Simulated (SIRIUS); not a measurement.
# HfN (Fm-3m) in SIRIUS: single point with PBE

Aim: the single point of HfN with PBE.

Program: SIRIUS 7.12.0. These are calculated values, not measurements. Logs are shortened: lines on timing, memory, paths and dates and some standing lists are left out, and cuts for length are marked. The log counts tension as positive stress, the text compression.

## Step 1: The undisturbed crystal

It takes space group Fm-3m (No. 225, cubic). The conventional cell has a = 4.512 Å, b = 4.512 Å, c = 4.512 Å, α = 90.00°, β = 90.00°, γ = 90.00°. Hf (site symmetry m-3m) is surrounded by 6 N at 2.26 Å. N (site symmetry m-3m) has 6 Hf at 2.26 Å as nearest neighbours.

## Step 2: Single point, PBE (atoms moved at random)

File sirius.json:

```json
{
  "control": {
    "processing_unit": "cpu",
    "std_evp_solver_name": "lapack",
    "gen_evp_solver_name": "lapack",
    "verbosity": 2,
    "print_forces": true,
    "ortho_rf": true,
    "use_second_variation": true,
    "rmt_max": 3.0,
    "num_bands_to_print": 24,
    "save_wf": true
  },
  "parameters": {
    "electronic_structure_method": "full_potential_lapwlo",
    "xc_functionals": ["XC_GGA_X_PBE", "XC_GGA_C_PBE"],
    "core_relativity": "dirac",
    "valence_relativity": "iora",
    "num_fv_states": 25,
    "smearing": "fermi_dirac",
    "smearing_width": 0.0018374661,
    "pw_cutoff": 25,
    "gk_cutoff": 4.76,
    "lmax_apw": 13,
    "lmax_rho": 8,
    "lmax_pot": 8,
    "num_mag_dims": 0,
    "auto_rmt": 0,
    "ngridk": [10, 10, 10],
    "shiftk": [0, 0, 0],
    "num_dft_iter": 80,
    "energy_tol": 1e-07,
    "density_tol": 1e-05,
    "use_symmetry": true
  },
  "settings": {"tol_ne": 1e-10},
  "iterative_solver": {"type": "exact"},
  "mixer": {"type": "anderson", "beta": 0.5, "max_history": 8},
  "unit_cell": {
    "lattice_vectors": [[0.0, 4.2632221372, 4.2632221372], [4.2632221372, 0.0, 4.2632221372], [4.2632221372, 4.2632221372, 0.0]],
    "atom_types": ["Hf", "N"],
    "atom_files": {"Hf": "Hf.json", "N": "N.json"},
    "atoms": {"Hf": [[0.025578, 0.011518, -0.01355]], "N": [[0.486813, 0.502851, 0.51365]]}
  }
}
```

File Hf.json:

```json
{
  "name": "hafnium",
  "symbol": "Hf",
  "number": 72,
  "mass": 178.49,
  "rmin": 1e-06,
  "rmt": 2.44,
  "nrmt": 800,
  "rinf": 17.22,
  "core": "1s2s2p3s3p3d4s4p4d",
  "valence": [
    {"basis": [{"enu": 0.31, "dme": 0, "n": 0, "auto": 0}, {"enu": 0.31, "dme": 1, "n": 0, "auto": 0}]},
    {"l": 0, "n": 1, "basis": [{"enu": 0.41, "dme": 0, "n": 0, "auto": 0}]},
    {"l": 1, "n": 2, "basis": [{"enu": 0.41, "dme": 0, "n": 0, "auto": 0}]},
    {"l": 2, "n": 3, "basis": [{"enu": 0.41, "dme": 0, "n": 0, "auto": 0}]},
    {"l": 3, "n": 4, "basis": [{"enu": 0.41, "dme": 0, "n": 0, "auto": 0}]},
    {"l": 4, "n": 5, "basis": [{"enu": 0.41, "dme": 0, "n": 0, "auto": 0}]}
  ],
  "lo": [
    {"l": 0, "basis": [{"enu": 0.41, "dme": 0, "n": 0, "auto": 0}, {"enu": 0.41, "dme": 1, "n": 0, "auto": 0}]},
    {
      "l": 0,
      "basis": [{"enu": -1.9407, "dme": 0, "n": 5, "auto": 1}, {"enu": -1.9407, "dme": 1, "n": 5, "auto": 1}]
    },
    {
      "l": 0,
      "basis": [{"enu": -1.9407, "dme": 1, "n": 5, "auto": 1}, {"enu": 0.41, "dme": 0, "n": 0, "auto": 0}]
    },
    {"l": 0, "basis": [{"enu": 0.41, "dme": 0, "n": 0, "auto": 0}, {"enu": 3.0974, "dme": 0, "n": 0, "auto": 0}]},
    {"l": 1, "basis": [{"enu": 0.41, "dme": 0, "n": 0, "auto": 0}, {"enu": 0.41, "dme": 1, "n": 0, "auto": 0}]},
    {
      "l": 1,
      "basis": [{"enu": -0.793, "dme": 0, "n": 5, "auto": 1}, {"enu": -0.793, "dme": 1, "n": 5, "auto": 1}]
    },
    {"l": 1, "basis": [{"enu": -0.793, "dme": 1, "n": 5, "auto": 1}, {"enu": 0.41, "dme": 0, "n": 0, "auto": 0}]},
    {"l": 1, "basis": [{"enu": 0.41, "dme": 0, "n": 0, "auto": 0}, {"enu": 3.5006, "dme": 0, "n": 0, "auto": 0}]},
    {"l": 2, "basis": [{"enu": 0.41, "dme": 0, "n": 0, "auto": 0}, {"enu": 0.41, "dme": 1, "n": 0, "auto": 0}]},
    {"l": 2, "basis": [{"enu": 0.41, "dme": 1, "n": 0, "auto": 0}, {"enu": 0.41, "dme": 2, "n": 0, "auto": 0}]},
    {"l": 2, "basis": [{"enu": 0.41, "dme": 0, "n": 0, "auto": 0}, {"enu": 3.0303, "dme": 0, "n": 0, "auto": 0}]},
    {"l": 3, "basis": [{"enu": 0.41, "dme": 0, "n": 0, "auto": 0}, {"enu": 0.41, "dme": 1, "n": 0, "auto": 0}]},
    {
      "l": 3,
      "basis": [{"enu": -0.1173, "dme": 0, "n": 4, "auto": 1}, {"enu": -0.1173, "dme": 1, "n": 4, "auto": 1}]
    },
    {
      "l": 3,
      "basis": [{"enu": -0.1173, "dme": 1, "n": 4, "auto": 1}, {"enu": 0.41, "dme": 0, "n": 0, "auto": 0}]
    },
    {"l": 3, "basis": [{"enu": 0.41, "dme": 0, "n": 0, "auto": 0}, {"enu": 4.3068, "dme": 0, "n": 0, "auto": 0}]},
    {"l": 4, "basis": [{"enu": 0.41, "dme": 0, "n": 0, "auto": 0}, {"enu": 0.41, "dme": 1, "n": 0, "auto": 0}]},
    {"l": 4, "basis": [{"enu": 0.41, "dme": 0, "n": 0, "auto": 0}, {"enu": 3.6349, "dme": 0, "n": 0, "auto": 0}]}
  ],
  "free_atom": [... radial grid and density of the free atom, the start of the SCF ...]
}
```

File N.json:

```json
{
  "name": "nitrogen",
  "symbol": "N",
  "number": 7,
  "mass": 14.0067,
  "rmin": 1e-06,
  "rmt": 1.47,
  "nrmt": 800,
  "rinf": 13.03,
  "core": "1s",
  "valence": [
    {"basis": [{"enu": 0.31, "dme": 0, "n": 0, "auto": 0}, {"enu": 0.31, "dme": 1, "n": 0, "auto": 0}]},
    {"l": 0, "n": 1, "basis": [{"enu": 0.2548, "dme": 0, "n": 0, "auto": 0}]},
    {"l": 1, "n": 2, "basis": [{"enu": 0.41, "dme": 0, "n": 0, "auto": 0}]},
    {"l": 2, "n": 3, "basis": [{"enu": 0.41, "dme": 0, "n": 0, "auto": 0}]},
    {"l": 3, "n": 4, "basis": [{"enu": 0.41, "dme": 0, "n": 0, "auto": 0}]}
  ],
  "lo": [
    {
      "l": 0,
      "basis": [{"enu": 0.2548, "dme": 0, "n": 0, "auto": 0}, {"enu": 0.2548, "dme": 1, "n": 0, "auto": 0}]
    },
    {
      "l": 0,
      "basis": [{"enu": 0.2548, "dme": 1, "n": 0, "auto": 0}, {"enu": 0.2548, "dme": 2, "n": 0, "auto": 0}]
    },
    {
      "l": 0,
      "basis": [{"enu": 0.2548, "dme": 0, "n": 0, "auto": 0}, {"enu": 5.808, "dme": 0, "n": 0, "auto": 0}]
    },
    {"l": 1, "basis": [{"enu": 0.41, "dme": 0, "n": 0, "auto": 0}, {"enu": 0.41, "dme": 1, "n": 0, "auto": 0}]},
    {"l": 1, "basis": [{"enu": 0.41, "dme": 1, "n": 0, "auto": 0}, {"enu": 0.41, "dme": 2, "n": 0, "auto": 0}]},
    {"l": 1, "basis": [{"enu": 0.41, "dme": 0, "n": 0, "auto": 0}, {"enu": 6.7962, "dme": 0, "n": 0, "auto": 0}]},
    {"l": 2, "basis": [{"enu": 0.41, "dme": 0, "n": 0, "auto": 0}, {"enu": 0.41, "dme": 1, "n": 0, "auto": 0}]},
    {"l": 2, "basis": [{"enu": 0.41, "dme": 1, "n": 0, "auto": 0}, {"enu": 0.41, "dme": 2, "n": 0, "auto": 0}]},
    {"l": 2, "basis": [{"enu": 0.41, "dme": 0, "n": 0, "auto": 0}, {"enu": 7.6292, "dme": 0, "n": 0, "auto": 0}]},
    {"l": 3, "basis": [{"enu": 0.41, "dme": 0, "n": 0, "auto": 0}, {"enu": 0.41, "dme": 1, "n": 0, "auto": 0}]}
  ],
  "free_atom": [... radial grid and density of the free atom, the start of the SCF ...]
}
```

File sirius_start.json:

```json
{
  "control": {
    "processing_unit": "cpu",
    "std_evp_solver_name": "lapack",
    "gen_evp_solver_name": "lapack",
    "verbosity": 1,
    "print_forces": false,
    "ortho_rf": true,
    "use_second_variation": true,
    "rmt_max": 3.0,
    "num_bands_to_print": 24,
    "save_wf": false
  },
  "parameters": {
    "electronic_structure_method": "full_potential_lapwlo",
    "xc_functionals": ["XC_LDA_X", "XC_LDA_C_PW"],
    "core_relativity": "dirac",
    "valence_relativity": "iora",
    "num_fv_states": 25,
    "smearing": "fermi_dirac",
    "smearing_width": 0.0055123983,
    "pw_cutoff": 25,
    "gk_cutoff": 3.81,
    "lmax_apw": 13,
    "lmax_rho": 8,
    "lmax_pot": 8,
    "num_mag_dims": 0,
    "auto_rmt": 0,
    "ngridk": [4, 4, 4],
    "shiftk": [0, 0, 0],
    "num_dft_iter": 30,
    "energy_tol": 0.01,
    "density_tol": 0.05,
    "use_symmetry": true
  },
  "settings": {"tol_ne": 1e-10},
  "iterative_solver": {"type": "exact"},
  "mixer": {"type": "anderson", "beta": 0.5, "max_history": 8},
  "unit_cell": {
    "lattice_vectors": [[0.0, 4.2632221372, 4.2632221372], [4.2632221372, 0.0, 4.2632221372], [4.2632221372, 4.2632221372, 0.0]],
    "atom_types": ["Hf", "N"],
    "atom_files": {"Hf": "Hf.json", "N": "N.json"},
    "atoms": {"Hf": [[0.025578, 0.011518, -0.01355]], "N": [[0.486813, 0.502851, 0.51365]]}
  }
}
```

Potentials or basis: all-electron FP-LAPW, apw+lo standard.

Command:

```sh
> OMP_NUM_THREADS=1 sirius.scf --input=sirius_start.json --output=start.json
> OMP_NUM_THREADS=1 sirius.scf --input=sirius.json --output=output.json --task=1
```

Log:

```text
[info] SIRIUS version : 7.12.0
[info] number of MPI ranks           : 1
[info] MPI grid                      : 1 1
[info] maximum number of OMP threads : 1
[fft] FFT context for density and potential
[fft] =====================================
[fft]   plane wave cutoff                     : 25
[fft]   grid size                             : 50 50 50   total : 125000
[fft]   grid limits                           : -24 25   -24 25   -24 25
[fft]   number of G-vectors within the cutoff : 40821
[fft]   number of G-shells                    : 1080
[fft] FFT context for coarse grid
[fft] =====================================
[fft]   plane wave cutoff                     : 9.52
[fft]   grid size                             : 24 24 24   total : 13824
[fft]   grid limits                           : -11 12   -11 12   -11 12
[fft]   number of G-vectors within the cutoff : 2229
[fft]   number of G-shells                    : 84
[unit cell] lattice vectors
[unit cell]   a1 :       0.0000000000      4.2632221372      4.2632221372
[unit cell]   a2 :       4.2632221372      0.0000000000      4.2632221372
[unit cell]   a3 :       4.2632221372      4.2632221372      0.0000000000
[unit cell] reciprocal lattice vectors
[unit cell]   b1 :      -0.7369056907      0.7369056907      0.7369056907
[unit cell]   b2 :       0.7369056907     -0.7369056907      0.7369056907
[unit cell]   b3 :       0.7369056907      0.7369056907     -0.7369056907
[unit cell] unit cell volume :       154.96866178 [a.u.^3]
[unit cell] 1/sqrt(omega)    :         0.08033005
[unit cell] MT volume        :        74.15543895 (47.85%)
[unit cell] IT volume        :        80.81322282 (52.15%)
[unit cell] number of atom types : 2
[unit cell] type id : 0 symbol : Hf mt_radius :   2.440000 num_atoms : 1
[unit cell] type id : 1 symbol :  N mt_radius :   1.470000 num_atoms : 1
[unit cell] total number of atoms : 2
[unit cell] number of symmetry classes : 2
[unit cell] atom id  type id  class id             position                      vector_field
[unit cell] ------------------------------------------------------------------------------------------
[unit cell]      0        0        0      0.02558   0.01152  -0.01355      0.00000   0.00000   0.00000
[unit cell]      1        1        1      0.48681   0.50285   0.51365      0.00000   0.00000   0.00000
[unit cell] atom id         position (Cartesian, a.u.)
[unit cell] ---------------------------------------------
[unit cell]      0      -0.008663    0.051278    0.158148
[... 836 lines left out ...]
[generate_core_charge_density]   n,l,k : 2 1 1  energy :        -390.42316432
[generate_core_charge_density]   n,l,k : 2 1 2  energy :        -346.61656211
[generate_core_charge_density]   n,l,k : 3 0 1  energy :         -92.63456536
[generate_core_charge_density]   n,l,k : 3 1 1  energy :         -84.47084053
[generate_core_charge_density]   n,l,k : 3 1 2  energy :         -75.08234201
[generate_core_charge_density]   n,l,k : 3 2 2  energy :         -61.28125159
[generate_core_charge_density]   n,l,k : 3 2 3  energy :         -59.23382368
[generate_core_charge_density]   n,l,k : 4 0 1  energy :         -18.12456023
[generate_core_charge_density]   n,l,k : 4 1 1  energy :         -14.78079390
[... 30 lines left out ...]
[find] valence_eval_sum               :      -4.02989890
[find] core_eval_sum                  :   -9242.55700378
[find] kinetic energy                 :   16943.82167408
[find] enuc                           :  -18891.63512744
[find] <rho|V^{XC}>                   :    -414.43095003
[find] <rho|E^{XC}>                   :    -316.91374094
[find] <mag|B^{XC}>                   :       0.00000000
[find] <rho|V^{H}>                    :  -25775.97762676
[find] smearing (-TS)                 :      -0.00019604
[find] SCF correction                 :      -0.00000103
[find] Total energy                   :  -15152.71600870 (Ha),  -30305.43201741 (Ry)
[find] Free energy (E-TS)             :  -15152.71620474 (Ha),  -30305.43240949 (Ry)
[find] band gap (eV)                  :       0.00000000
[find] Efermi                         :       0.53408105
[find] iteration : 8, RMS (target) : 9.3680e-07 (1.0000e-05) , energy difference (target) : 2.7036e-08 (1.0000e-07)
[find] converged after 9 SCF iterations!
Warning in function "check_num_electrons" at src/density/density.cpp:1179
wrong number of electrons
  obtained value : 79
  target value : 79
  difference : 1.45566e-05
  total core leakage : 1.13733e-05
    atom class : 0, core leakage : 5.33528e-06
    atom class : 1, core leakage : 6.03803e-06
[find] Charges and magnetic moments
[find] --------------------------------------------------------------------------------
[find] atom      charge    core leakage
[find] --------------------------------------------------------------------------------
[find]    0   69.746127    5.335276e-06
[find]    1    5.560143    6.038035e-06
[find] total core leakage    : 1.13733104e-05
[find] interstitial charge   : 3.693715
[find] total charge          : 78.999985
[find] Energy
[find] --------------------------------------------------------------------------------
[find] valence_eval_sum               :      -4.02989890
[find] core_eval_sum                  :   -9242.55700378
[find] kinetic energy                 :   16943.82167408
[find] enuc                           :  -18891.63512744
[find] <rho|V^{XC}>                   :    -414.43095003
[find] <rho|E^{XC}>                   :    -316.91374094
[find] <mag|B^{XC}>                   :       0.00000000
[find] <rho|V^{H}>                    :  -25775.97762676
[find] smearing (-TS)                 :      -0.00019604
[find] SCF correction                 :      -0.00000103
[find] Total energy                   :  -15152.71600870 (Ha),  -30305.43201741 (Ry)
[find] Free energy (E-TS)             :  -15152.71620474 (Ha),  -30305.43240949 (Ry)
[find] band gap (eV)                  :       0.00000000
[find] Efermi                         :       0.53408105
[ground_state]
[ground_state] ==== total Forces in Ha/bohr =====
[ground_state] atom:    0, force:       0.0095384     -0.0059798     -0.0246399
[ground_state] atom:    1, force:      -0.0095492      0.0059863      0.0246783
[ground_state] ==== contribution from density =====
[ground_state] atom:    0, force:      -0.0898648      0.0564823      0.2253935
[ground_state] atom:    1, force:      -0.0124254      0.0076545      0.0344206
[ground_state] ==== contribution from Hartree potential =====
[ground_state] atom:    0, force:       0.1010034     -0.0633412     -0.2576623
[ground_state] atom:    1, force:      -0.0078200      0.0049239      0.0197333
[ground_state] ==== contribution from IBS =====
[ground_state] atom:    0, force:      -0.0016003      0.0008791      0.0076288
[ground_state] atom:    1, force:       0.0106962     -0.0065922     -0.0294757
```

Wall time 18 min (1 thread of Arm Neoverse V1, shared host); peak memory 2.9 GiB.

Results:

* Free energy: -412326.4133 eV
* Largest force: 1.395 eV/Å
* Band gap on the k mesh: none (metal or under the smearing width)
* All electrons inside the program's atomic spheres: Hf 69.75; N 5.56 (radii Hf 2.44, N 1.47 bohr)

Forces on the atoms (eV/Å):
```
Hf   0.490 -0.307 -1.267
N   -0.491  0.308  1.269
```

Levels at points of the mesh, in eV from the Fermi level:
```tsv
k point	band 12	band 13	band 14	band 15	band 16	band 17	band 18	band 19
(0.00, 0.00, 0.00)	-12.60	-3.26	-3.22	-3.19	-0.41	-0.21	-0.13	1.71
(0.50, 0.00, 0.00)	-12.46	-8.96	-6.32	-6.31	3.13	3.61	3.70	4.53
(0.00, 0.50, 0.00)	-12.46	-8.98	-6.28	-6.23	3.16	3.46	3.64	4.42
(0.50, 0.50, 0.00)	-12.63	-5.48	-4.18	-3.73	-3.43	4.08	5.43	5.48
(0.00, 0.00, 0.50)	-12.46	-8.97	-6.30	-6.27	3.13	3.55	3.67	4.46
(0.50, 0.00, 0.50)	-12.63	-5.51	-4.65	-3.76	-2.92	4.12	5.45	5.48
(0.00, 0.50, 0.50)	-12.63	-5.51	-4.61	-3.75	-2.96	4.12	5.45	5.48
(0.50, 0.50, 0.50)	-12.46	-8.98	-6.29	-6.25	3.14	3.51	3.66	4.43
```

Spin-orbit coupling is left out, which matters for the levels of Hf.
